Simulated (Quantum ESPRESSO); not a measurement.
# WC (Qusongite) (P-6m2) in Quantum ESPRESSO: convergence with smearing width

Aim: find how far smearing width must go before the results for WC (Qusongite) settle, at PBE. This setting moves, with any that are tied to it; all else stays.

Everything below comes from runs of Quantum ESPRESSO 7.5. Logs are shortened: lines on timing, memory, paths and dates and some standing lists are left out, and cuts for length are marked.

### Step 1. The crystal as given

The structure is hexagonal, space group P-6m2 (No. 187). Conventional cell: a = 2.907 Å, b = 2.907 Å, c = 2.837 Å, α = 90.00°, β = 90.00°, γ = 120.00°. W (site symmetry -6m2) has 6 C at 2.20 Å as nearest neighbours. C (site symmetry -6m2) is surrounded by 6 W at 2.20 Å.

### Step 2. With smearing width 0.5 eV

File pw.in:

```
&CONTROL
  calculation = 'scf'
  prefix = 'pwscf'
  outdir = './tmp'
  pseudo_dir = './pseudo'
  tprnfor = .true.
  tstress = .true.
  disk_io = 'nowf'
/
&SYSTEM
  ibrav = 0
  nat = 2
  ntyp = 2
  ecutwfc = 45
  ecutrho = 360
  nbnd = 15
  occupations = 'smearing'
  smearing = 'fd'
  degauss = 0.03674932
/
&ELECTRONS
  conv_thr = 4d-10
  electron_maxstep = 120
  mixing_beta = 0.5
/
ATOMIC_SPECIES
W    183.8400 w_pbe_v1.2.uspp.F.UPF
C     12.0110 c_pbe_v1.2.uspp.F.UPF
CELL_PARAMETERS angstrom
   2.9065000000    0.0000000000    0.0000000000
  -1.4532500000    2.5171028361    0.0000000000
   0.0000000000    0.0000000000    2.8366000000
ATOMIC_POSITIONS crystal
W      0.0000000000    0.0000000000    0.0000000000
C      0.6666666667    0.3333333333    0.5000000000
K_POINTS automatic
10 10 9 0 0 0
```

Potentials or basis: GBRV 1.5 PBE.

On the command line:

```console
$ OMP_NUM_THREADS=1 pw.x -in pw.in > pw.out
```

Run time: 12 s. Hardware: 1 thread of Intel Xeon Platinum 8488C (Sapphire Rapids), shared host; peak memory 0.16 GiB.

Results:

* Free energy: -2321.9974 eV
* Pressure: 6.8 GPa
* Band gap on the k mesh: none (metal or under the smearing width)

### Step 3. With smearing width 0.3 eV

Edit pw.in of step 2 so:

```diff
@@ -18,3 +18,3 @@
   smearing = 'fd'
-  degauss = 0.03674932
+  degauss = 0.02204959
 /
```

Potentials or basis: GBRV 1.5 PBE.

On the command line:

```console
$ OMP_NUM_THREADS=1 pw.x -in pw.in > pw.out
```

Wall time 13 s (1 thread of Intel Xeon Platinum 8488C (Sapphire Rapids), shared host); peak memory 0.16 GiB.

What came out:

```
Free energy            : -2321.8760 eV
Pressure               : 5.3 GPa
Band gap on the k mesh : none (metal or under the smearing width)
```

### Step 4. With smearing width 0.2 eV

Edit pw.in of step 3 so:

```diff
@@ -18,3 +18,3 @@
   smearing = 'fd'
-  degauss = 0.02204959
+  degauss = 0.01469973
 /
```

On the command line:

```console
$ OMP_NUM_THREADS=1 pw.x -in pw.in > pw.out
```

Wall time 12 s (1 thread of Intel Xeon Platinum 8488C (Sapphire Rapids), shared host); peak memory 0.16 GiB.

Results:

* Free energy: -2321.8465 eV
* Pressure: 5.0 GPa
* Band gap on the k mesh: none (metal or under the smearing width)

### Step 5. With smearing width 0.136 eV

Edit pw.in of step 4 so:

```diff
@@ -18,3 +18,3 @@
   smearing = 'fd'
-  degauss = 0.01469973
+  degauss = 0.00999582
 /
```

On the command line:

```console
$ OMP_NUM_THREADS=1 pw.x -in pw.in > pw.out
```

Wall time 12 s (1 thread of Intel Xeon Platinum 8488C (Sapphire Rapids), shared host); peak memory 0.16 GiB.

Results:

```
Free energy            : -2321.8362 eV
Pressure               : 4.9 GPa
Band gap on the k mesh : none (metal or under the smearing width)
```

### Step 6. With smearing width 0.1 eV

Edit pw.in of step 5 so:

```diff
@@ -18,3 +18,3 @@
   smearing = 'fd'
-  degauss = 0.00999582
+  degauss = 0.00734986
 /
```

Potentials or basis: GBRV 1.5 PBE.

On the command line:

```console
$ OMP_NUM_THREADS=1 pw.x -in pw.in > pw.out
```

It took 12 s on 1 thread of Intel Xeon Platinum 8488C (Sapphire Rapids), shared host; peak memory 0.16 GiB.

It converged, with:

```
Free energy            : -2321.8328 eV
Pressure               : 4.9 GPa
Band gap on the k mesh : none (metal or under the smearing width)
```

### Step 7. With smearing width 0.05 eV

Edit pw.in of step 6 so:

```diff
@@ -18,3 +18,3 @@
   smearing = 'fd'
-  degauss = 0.00734986
+  degauss = 0.00367493
 /
```

On the command line:

```console
$ OMP_NUM_THREADS=1 pw.x -in pw.in > pw.out
```

Wall time 13 s (1 thread of Intel Xeon Platinum 8488C (Sapphire Rapids), shared host); peak memory 0.16 GiB.

The run converged. Its results:

```yaml
Free_energy: -2321.8300 eV
Pressure: 4.9 GPa
Band_gap_on_the_k_mesh: none (metal or under the smearing width)
```

### Step 8. With smearing width 0.025 eV

Edit pw.in of step 7 so:

```diff
@@ -18,3 +18,3 @@
   smearing = 'fd'
-  degauss = 0.00367493
+  degauss = 0.00183747
 /
```

On the command line:

```console
$ OMP_NUM_THREADS=1 pw.x -in pw.in > pw.out
```

It took 12 s on 1 thread of Intel Xeon Platinum 8488C (Sapphire Rapids), shared host; peak memory 0.16 GiB.

The run converged. Its results:

* Free energy: -2321.8292 eV
* Pressure: 4.8 GPa
* Band gap on the k mesh: none (metal or under the smearing width)

### Step 9. With smearing width 0.01 eV

Edit pw.in of step 8 so:

```diff
@@ -18,3 +18,3 @@
   smearing = 'fd'
-  degauss = 0.00183747
+  degauss = 0.00073499
 /
```

Potentials or basis: GBRV 1.5 PBE.

On the command line:

```console
$ OMP_NUM_THREADS=1 pw.x -in pw.in > pw.out
```

pw.out:

```text
This program is part of the open-source Quantum ESPRESSO suite
     for quantum simulation of materials; please cite
         "P. Giannozzi et al., J. Phys.:Condens. Matter 21 395502 (2009);
         "P. Giannozzi et al., J. Phys.:Condens. Matter 29 465901 (2017);
         "P. Giannozzi et al., J. Chem. Phys. 152 154105 (2020);
     in publications or presentations arising from this work. More details at

     Message from routine setup:
     using ibrav=0 with symmetry is DISCOURAGED, use correct ibrav instead

     G-vector sticks info
     --------------------
     sticks:   dense  smooth     PW     G-vecs:    dense   smooth      PW
     Sum         745     379    121                16149     5717    1057

     Using Slab Decomposition

     bravais-lattice index     =            0
     lattice parameter (alat)  =       5.4925  a.u.
     unit-cell volume          =     140.0445 (a.u.)^3
     number of atoms/cell      =            2
     number of atomic types    =            2
     number of electrons       =        18.00
     number of Kohn-Sham states=           15
     kinetic-energy cutoff     =      45.0000  Ry
     charge density cutoff     =     360.0000  Ry
     scf convergence threshold =      4.0E-10
     mixing beta               =       0.5000
     number of iterations used =            8  plain     mixing
     Exchange-correlation= SLA  PW   PBE  PBE
                           (   1   4   3   4   0   0   0)

     celldm(1)=   5.492489  celldm(2)=   0.000000  celldm(3)=   0.000000
     celldm(4)=   0.000000  celldm(5)=   0.000000  celldm(6)=   0.000000

     crystal axes: (cart. coord. in units of alat)
               a(1) = (   1.000000   0.000000   0.000000 )
               a(2) = (  -0.500000   0.866025   0.000000 )
               a(3) = (   0.000000   0.000000   0.975950 )

     reciprocal axes: (cart. coord. in units 2 pi/alat)
               b(1) = (  1.000000  0.577350 -0.000000 )
[... 42 lines left out ...]

     number of k points=    70  Fermi-Dirac smearing, width (Ry)=  0.0007
                       cart. coord. in units 2pi/alat
        k(    1) = (   0.0000000   0.0000000   0.0000000), wk =   0.0022222
        k(    2) = (   0.0000000   0.0000000   0.1138491), wk =   0.0044444
        k(    3) = (   0.0000000   0.0000000   0.2276983), wk =   0.0044444
        k(    4) = (   0.0000000   0.0000000   0.3415474), wk =   0.0044444
        k(    5) = (   0.0000000   0.0000000   0.4553965), wk =   0.0044444
        k(    6) = (   0.0000000   0.1154701   0.0000000), wk =   0.0133333
[... 62 lines left out ...]
        k(   69) = (   0.3000000   0.5196152   0.3415474), wk =   0.0266667
        k(   70) = (   0.3000000   0.5196152   0.4553965), wk =   0.0266667

     Dense  grid:    16149 G-vectors     FFT dimensions: (  36,  36,  36)

     Smooth grid:     5717 G-vectors     FFT dimensions: (  24,  24,  24)

     Initial potential from superposition of free atoms

     starting charge      17.8996, renormalised to      18.0000

     negative rho (up, down):  6.426E-02 0.000E+00
     Starting wfcs are   17 randomized atomic wfcs

     Self-consistent Calculation

     iteration #  1     ecut=    45.00 Ry     beta= 0.50
     Davidson diagonalization with overlap
     ethr =  1.00E-02,  avg # of iterations =  3.1

     negative rho (up, down):  6.538E-02 0.000E+00
[... 67 lines left out ...]
     iteration #  9     ecut=    45.00 Ry     beta= 0.50
     Davidson diagonalization with overlap
     ethr =  3.71E-12,  avg # of iterations =  3.0

     negative rho (up, down):  6.862E-02 0.000E+00

     End of self-consistent calculation

          k = 0.0000 0.0000 0.0000 (   713 PWs)   bands (ev):

   -53.3581 -17.3472 -17.2402 -17.2402   6.1905  16.3335  17.3071  17.3071
    20.7211  23.8837  23.8837  26.2550  26.2550  27.0373  34.9607
[... 343 lines left out ...]
   -53.2555 -17.8793 -17.7801 -17.6266   9.6885  13.6303  15.2047  18.7335
    19.9053  25.0988  26.9607  27.7458  30.1100  30.1839  32.5290

     the Fermi energy is    20.6592 ev

!    total energy              =    -170.65127041 Ry
     estimated scf accuracy    <          4.9E-11 Ry
     smearing contrib. (-TS)   =      -0.00001863 Ry
     internal energy E=F+TS    =    -170.65125177 Ry

     The total energy is F=E-TS. E is the sum of the following terms:
     one-electron contribution =     -10.78031095 Ry
     hartree contribution      =      17.09593660 Ry
     xc contribution           =     -44.94422877 Ry
     ewald contribution        =    -132.02264865 Ry

     convergence has been achieved in   9 iterations

     negative rho (up, down):  6.862E-02 0.000E+00

     Forces acting on atoms (cartesian axes, Ry/au):

     atom    1 type  1   force =     0.00000000    0.00000000    0.00000000
     atom    2 type  2   force =     0.00000000    0.00000000    0.00000000

     Total force =     0.000000     Total SCF correction =     0.000000

     Computing stress (Cartesian axis) and pressure

     negative rho (up, down):  6.862E-02 0.000E+00
          total   stress  (Ry/bohr**3)                   (kbar)     P=       48.44
   0.00034393   0.00000000   0.00000000           50.59        0.00        0.00
   0.00000000   0.00034393  -0.00000000            0.00       50.59       -0.00
   0.00000000   0.00000000   0.00029991            0.00        0.00       44.12

=------------------------------------------------------------------------------=
   JOB DONE.
=------------------------------------------------------------------------------=
```

It took 12 s on 1 thread of Intel Xeon Platinum 8488C (Sapphire Rapids), shared host; peak memory 0.16 GiB.

Results:

```yaml
Free_energy: -2321.8288 eV
Pressure: 4.8 GPa
Band_gap_on_the_k_mesh: none (metal or under the smearing width)
```

### Step 10. Summary

| smearing width | energy less the tightest run, at zero smearing (meV/atom) | pressure (GPa) | SCF cycles | CPU time (s) | peak memory (GiB) |
| --- | --- | --- | --- | --- | --- |
| 0.5 eV | 21.83 | 6.77 | 9 | 12 | 0.16 |
| 0.3 eV | 5.38 | 5.28 | 9 | 13 | 0.16 |
| 0.2 eV | 1.51 | 4.97 | 9 | 12 | 0.16 |
| 0.136 eV | 0.21 | 4.88 | 9 | 12 | 0.16 |
| 0.1 eV | -0.14 | 4.86 | 9 | 12 | 0.16 |
| 0.05 eV | -0.21 | 4.85 | 9 | 13 | 0.16 |
| 0.025 eV | -0.09 | 4.85 | 9 | 12 | 0.16 |
| 0.01 eV | 0.00 | 4.84 | 9 | 12 | 0.16 |

Against the tightest run, the energy stays within 1 meV/atom from 0.136 eV on; the pressure stays within 0.1 GPa from 0.136 eV on. Narrower smearing needs a denser k mesh, so at a fixed mesh the narrowest width isn't the most accurate. The tightest run that finished is the yardstick and may itself not be fully converged.
